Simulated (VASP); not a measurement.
# Pb in VASP: work function with PBE

Aim: the work function of Pb with PBE.

All numbers are computed with VASP 6.6.1; they aren't measurements. Logs are shortened: lines on timing, memory, paths and dates and some standing lists are left out, and cuts for length are marked.

## (1) The cell of the first run

The cell holds a slab with vacuum, 4 atoms: a = 3.480 Å, b = 3.480 Å, c = 23.385 Å, α = 90.00°, β = 90.00°, γ = 120.00°.

The slab is cut from a database's or a generator's crystal, which needn't be the stable form of the element.

## (2) Work function, PBE (the (0 0 1) slab of Pb, cut from the database cell, not relaxed)

Input file INCAR:

```
ALGO = Fast
DIPOL = 0.5 0.5 0.500
EDIFF = 1E-6
ENCUT = 520
GGA = PE
IDIPOL = 3
ISIF = 2
ISMEAR = 0
LASPH = True
LCHARG = True
LDIPOL = True
LELF = True
LREAL = False
LVACPOTAV = True
LVHAR = True
LWAVE = False
NELM = 100
PREC = Accurate
SIGMA = 0.05
```

Input file KPOINTS:

```
k-points
0
Gamma
  9 9 1
```

Input file POSCAR:

```
Pb
1.0
    3.4800006906      0.0000000000      0.0000000000
   -1.7400003453      3.0137690032      0.0000000000
    0.0000000000      0.0000000000     23.3850000000
Pb
4
Direct
    0.6666666667      0.3333333334      0.3207184092
    0.3333333333      0.6666666666      0.4402394697
    0.6666666667      0.3333333334      0.5597605303
    0.3333333333      0.6666666666      0.6792815908
```

Potentials or basis: VASP PAW PBE potentials, release 64 (Pb_d).

On the command line:

```
$ cat potpaw_PBE.64/Pb_d/POTCAR > POTCAR
$ mpirun -np 1 vasp_std > vasp.out
```

OUTCAR:

```text
EDIFF = 1E-6
   ENCUT = 520
   GGA = PE
   ISIF = 2
   ISMEAR = 0
   LASPH = True
   LREAL = False
   NELM = 100
   PREC = Accurate

 ion  position               nearest neighbor table
   1  0.667  0.333  0.321-   2 3.44   2 3.44   2 3.44
   2  0.333  0.667  0.440-   1 3.44   1 3.44   1 3.44   3 3.44   3 3.44   3 3.44
   3  0.667  0.333  0.560-   4 3.44   4 3.44   4 3.44   2 3.44   2 3.44   2 3.44
   4  0.333  0.667  0.679-   3 3.44   3 3.44   3 3.44

  LATTYP: Found a hexagonal cell.
 ALAT       =     3.4800006906
 C/A-ratio  =     6.7198262527

  Lattice vectors:

 A1 = (   3.4800006906,   0.0000000000,   0.0000000000)
 A2 = (  -1.7400003453,   3.0137690032,   0.0000000000)
 A3 = (   0.0000000000,   0.0000000000,  23.3850000000)

Analysis of symmetry for initial positions (statically):
=====================================================================
 Subroutine PRICEL returns:
 Original cell was already a primitive cell.

 Routine SETGRP: Setting up the symmetry group for a
 hexagonal supercell.

 Subroutine GETGRP returns: Found 12 space group operations
 (whereof 12 operations were pure point group operations)
 out of a pool of 24 trial point group operations.

The static configuration has the point symmetry D_3d.

Analysis of symmetry for dynamics (positions and initial velocities):
=====================================================================
 Subroutine PRICEL returns:
 Original cell was already a primitive cell.

 Routine SETGRP: Setting up the symmetry group for a
 hexagonal supercell.

 Subroutine GETGRP returns: Found 12 space group operations
 (whereof 12 operations were pure point group operations)
 out of a pool of 24 trial point group operations.

The dynamic configuration has the point symmetry D_3d.

 Subroutine INISYM returns: Found 12 space group operations
 (whereof 12 operations are pure point group operations),
 and found     1 'primitive' translations

----------------------------------------------------------------------------------------

                                     Primitive cell

  volume of cell :     245.2600

  direct lattice vectors                    reciprocal lattice vectors
     3.480000691  0.000000000  0.000000000     0.287356265  0.165905217  0.000000000
    -1.740000345  3.013769003  0.000000000     0.000000000  0.331810434  0.000000000
     0.000000000  0.000000000 23.385000000     0.000000000  0.000000000  0.042762455

  length of vectors
     3.480000691  3.480000691 23.385000000     0.331810434  0.331810434  0.042762455

  position of ions in fractional coordinates (direct lattice)
     0.666666667  0.333333333  0.320718409
     0.333333333  0.666666667  0.440239470
     0.666666667  0.333333333  0.559760530
     0.333333333  0.666666667  0.679281591

  ion indices of the primitive-cell ions
   primitive index   ion index
                 1           1
                 2           2
                 3           3
                 4           4

----------------------------------------------------------------------------------------

 KPOINTS: k-points

Automatic generation of k-mesh.
 Grid dimensions read from file:
 generate k-points for:    9    9    1

 Generating k-lattice:

  Cartesian coordinates                     Fractional coordinates (reciprocal lattice)
     0.031928474  0.018433913  0.000000000     0.111111111  0.000000000  0.000000000
     0.000000000  0.036867826  0.000000000     0.000000000  0.111111111  0.000000000
     0.000000000  0.000000000  0.042762455     0.000000000  0.000000000  1.000000000

  Length of vectors
     0.036867826  0.036867826  0.042762455

  Shift w.r.t. Gamma in fractional coordinates (k-lattice)
     0.000000000  0.000000000  0.000000000

 Subroutine IBZKPT returns following result:
 ===========================================

 Found     12 irreducible k-points:

 Following reciprocal coordinates:
            Coordinates               Weight
  0.000000  0.000000  0.000000      1.000000
  0.111111 -0.000000  0.000000      6.000000
  0.222222  0.000000  0.000000      6.000000
  0.333333  0.000000  0.000000      6.000000
  0.444444  0.000000  0.000000      6.000000
  0.111111  0.111111  0.000000      6.000000
  0.222222  0.111111  0.000000     12.000000
  0.333333  0.111111  0.000000     12.000000
  0.444444  0.111111  0.000000      6.000000
  0.222222  0.222222  0.000000      6.000000
  0.333333  0.222222  0.000000     12.000000
  0.333333  0.333333  0.000000      2.000000
   k-points           NKPTS =     12   k-points in BZ     NKDIM =     12   number of bands    NBANDS=     33
   number of dos      NEDOS =    301   number of ions     NIONS =      4
   total plane-waves  NPLWV = 141120
   dimension x,y,z NGX =    28 NGY =   28 NGZ =  180
   dimension x,y,z NGXF=    56 NGYF=   56 NGZF=  360
   ions per type =               4
   NGX,Y,Z   is equivalent  to a cutoff of  13.38, 13.38, 12.80 a.u.
   NGXF,Y,Z  is equivalent  to a cutoff of  26.75, 26.75, 25.59 a.u.
 SYSTEM =  unknown system
   PREC   = accura    normal or accurate (medium, high low for compatibility)
   ISTART =      0    job   : 0-new  1-cont  2-samecut
   ICHARG =      2    charge: 1-file 2-atom 10-const
   ISPIN  =      1    spin polarized calculation?
   LNONCOLLINEAR =      F non collinear calculations
   LSORBIT =      F    spin-orbit coupling
   LASPH  =      T    aspherical Exc in radial PAW
   ENCUT  =  520.0 eV  38.22 Ry    6.18 a.u.   6.47  6.47 43.48*2*pi/ulx,y,z
   NELM   =    100;   NELMIN=  2; NELMDL= -5     # of ELM steps
   EDIFF  = 0.1E-05   stopping-criterion for ELM
   LREAL  =      F    real-space projection
   EDIFFG = 0.1E-04   stopping-criterion for IOM
   NSW    =      0    number of steps for IOM
   IBRION =     -1    ionic relax: 0-MD 1-quasi-New 2-CG
   NFREE  =      0    steps in history (QN), initial steepest desc. (CG)
   ISIF   =      2    stress and relaxation
   ISYM   =      2    0-nonsym 1-usesym 2-fastsym
   POTIM  = 0.5000    time-step for ionic-motion
   TEBEG  =    0.0;   TEEND  =   0.0 temperature during run
   PSTRESS=    0.0 pullay stress
   NELECT =      56.0000    total number of electrons
   NUPDOWN=      -1.0000    fix difference up-down
   EMIN   =  10.00;   EMAX   =-10.00  energy-range for DOS
   EFERMI =   0.00;   METHOD = LEGACY
   ISMEAR =     0;   SIGMA  =   0.05  broadening in eV -4-tet -1-fermi 0-gaus
   EFERMI_NEDOS =   21; number of points for ismear=-14 and -15
   IALGO  =     68    algorithm
   IMIX   =      4    mixing-type and parameters
     AMIX     =   0.40;   BMIX     =  1.00
     AMIX_MAG =   1.60;   BMIX_MAG =  1.00
  volume/ion in A,a.u.               =      61.31       413.77
  Fermi-wavevector in a.u.,A,eV,Ry     =   1.000603  1.890866 13.622249  1.001207
  Thomas-Fermi vector in A             =   2.132971
   LORBIT       =      0    0 simple, 1 ext, 2 COOP (PROOUT), +10 PAW based schemes
   GGA     = PE    functional components
   LHFCALC =     F    Hartree Fock is set to
   AEXX    =    0.0000 exact exchange contribution
   IVDW    =     0    specifies the selected vdW correction
   LEPSILON=     F    determine dielectric tensor
   LRPA    =     F    only Hartree local field effects (RPA)
 non-spin polarized calculation
 RMM-DIIS sequential band-by-band and
 Gauss-broadening in eV      SIGMA  =   0.05
  energy-cutoff  :      520.00
  volume of cell :      245.26
 maximum number of plane-waves:      6687
 NGX is ok and might be reduce to    28
   NGX = 13   NGY = 13   NGZ = 87

 dipolmoment           0.000000      0.000000      0.000000 electrons x Angstroem

 number of electron      56.0000007 magnetization

 dipolmoment           0.000000      0.000000     -0.000000 electrons x Angstroem

 Free energy of the ion-electron system (eV)
  ---------------------------------------------------
  ext. energy  EPLUGINS =         0.00000000
  ---------------------------------------------------
  free energy    TOTEN  =       -13.87673333 eV

  energy without entropy =      -13.87482885  energy(sigma->0) =      -13.87578109

 E-fermi :   1.6776     XC(G=0):  -5.6144

 val. band max:        1.4253315349   @ k =   0.2222   0.1111   0.0000
 cond. band min:       1.6928316126   @ k =   0.4444   0.0000   0.0000
 fundamental gap:      0.2675000777
 Fermi energy:         1.6776030935

 k-point     1 :       0.0000    0.0000    0.0000
  band No.  band energies     occupation
      1     -15.3983      2.00000
      2     -15.3948      2.00000
      3     -15.3556      2.00000
      4     -15.3474      2.00000
      5     -15.3474      2.00000
      6     -15.3396      2.00000
[... 25 lines left out ...]
     32       7.5329      0.00000
     33       7.5341      0.00000

 k-point     2 :       0.1111   -0.0000    0.0000
  band No.  band energies     occupation
      1     -15.3908      2.00000
      2     -15.3881      2.00000
      3     -15.3561      2.00000
      4     -15.3514      2.00000
      5     -15.3480      2.00000
      6     -15.3219      2.00000
[... 25 lines left out ...]
     32       6.6701      0.00000
     33       6.7757      0.00000

 k-point     3 :       0.2222    0.0000    0.0000
  band No.  band energies     occupation
      1     -15.4199      2.00000
      2     -15.4114      2.00000
      3     -15.3770      2.00000
      4     -15.3412      2.00000
      5     -15.3345      2.00000
      6     -15.3119      2.00000
[... 25 lines left out ...]
     32       5.5406      0.00000
     33       5.6888      0.00000

 k-point     4 :       0.3333    0.0000    0.0000
  band No.  band energies     occupation
      1     -15.4626      2.00000
      2     -15.4450      2.00000
      3     -15.4019      2.00000
      4     -15.3693      2.00000
      5     -15.3546      2.00000
      6     -15.3491      2.00000
[... 241 lines left out ...]
     32       3.3038      0.00000
     33       3.4824      0.00000

 k-point    11 :       0.3333    0.2222    0.0000
  band No.  band energies     occupation
      1     -15.4124      2.00000
      2     -15.3935      2.00000
      3     -15.3857      2.00000
      4     -15.3555      2.00000
      5     -15.3406      2.00000
      6     -15.3097      2.00000
[... 25 lines left out ...]
     32       2.5920      0.00000
     33       3.4340      0.00000

 k-point    12 :       0.3333    0.3333    0.0000
  band No.  band energies     occupation
      1     -15.4196      2.00000
      2     -15.3713      2.00000
      3     -15.3713      2.00000
      4     -15.3421      2.00000
      5     -15.3172      2.00000
      6     -15.3172      2.00000
[... 25 lines left out ...]
     32       2.0511      0.00000
     33       3.5814      0.00000

------------------------ aborting loop because EDIFF is reached ----------------------------------------

  FORCE on cell =-STRESS in cart. coord.  units (eV):
  Direction    XX          YY          ZZ          XY          YZ          ZX
  --------------------------------------------------------------------------------------
  -------------------------------------------------------------------------------------
  Total        1.2037264      1.2037264      1.2466054      0.0000000      0.0000000      0.0000000
  in kB        7.8634238      7.8634238      8.1435344      0.0000000      0.0000000      0.0000000
  external PRESSURE =       7.9567940 kB  Pullay stress =       0.0000000 kB

 VOLUME and BASIS-vectors are now :
 -----------------------------------------------------------------------------
  energy-cutoff  :      520.00
  volume of cell :      245.26
      direct lattice vectors                 reciprocal lattice vectors
     3.480000691  0.000000000  0.000000000     0.287356265  0.165905217  0.000000000
    -1.740000345  3.013769003  0.000000000     0.000000000  0.331810434  0.000000000
     0.000000000  0.000000000 23.385000000     0.000000000  0.000000000  0.042762455

 POSITION                                       TOTAL-FORCE (eV/Angst)
 -----------------------------------------------------------------------------------
      1.74000      1.00459      7.50000         0.000000      0.000000     -0.018713
     -0.00000      2.00918     10.29500        -0.000000     -0.000000     -0.407715
      1.74000      1.00459     13.09000         0.000000      0.000000      0.407715
     -0.00000      2.00918     15.88500         0.000000     -0.000000      0.018713
 -----------------------------------------------------------------------------------
    total drift:                                0.000000      0.000000     -0.000000

  FREE ENERGIE OF THE ION-ELECTRON SYSTEM (eV)
  ---------------------------------------------------
  free  energy   TOTEN  =       -13.8767333264 eV

  energy  without entropy=      -13.8748288508  energy(sigma->0) =      -13.87578109

 vacuum level on the upper side and lower side of the slab         5.455         5.455
```

Run time: 3.1 min. Hardware: 1 thread of Intel Xeon Platinum 8488C (Sapphire Rapids), shared host; peak memory 0.37 GiB.

What came out:

| Quantity | Value |
| --- | --- |
| Free energy | -13.8767 eV |
| Largest force | 0.408 eV/Å |
| Band gap on the k mesh | none (metal or under the smearing width) |
| Work function of the upper face | 3.78 eV |
| Work function of the lower face | 3.78 eV |

Forces on the atoms (eV/Å):
```
Pb   0.000  0.000 -0.019
Pb   0.000  0.000 -0.408
Pb   0.000  0.000  0.408
Pb   0.000  0.000  0.019
```

The run has no spin-orbit coupling, so splittings on Pb are missing.
